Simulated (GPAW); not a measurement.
Crystal: Sb.

```
Sb
1.0
    -1.57654    1.57654    2.71194
     1.57654   -1.57654    2.71194
     1.57654    1.57654   -2.71194
Sb
1
Direct
  0.00000 0.00000 0.00000
```

This isn't the form of Sb at room conditions, which is rhombohedral.

Base run:

| Property | Result |
| --- | --- |
| Program | GPAW 26.7.0 |
| Functional | PBE |
| Potentials or basis | GPAW PAW data sets (gpaw-data 1.2.1) |
| Cutoff | 500 eV |
| Basis | pw |
| k mesh | 10 × 10 × 10 |
| Occupations | fermi-dirac, width 0.05 eV |
| Spin | no spin polarisation |

Its results: band gap on the k mesh none (metal or under the smearing width); pressure 1.0 GPa.

The run is repeated on the same cell with these changes: functional from PBE to r2SCAN; potentials or basis from GPAW PAW data sets (gpaw-data 1.2.1) to JTH PAW 2.0, PBE; cutoff from 500 eV to 450 eV. What comes out?

Band gap on the k mesh none (metal or under the smearing width); pressure 1.5 GPa.

Caveats: the cutoff is short for stress and forces, so pressures can be off by a GPa or more; the program truncates these outside data sets (some runs); the PAW data sets were made with another functional, which shifts forces and pressure a little (some runs).
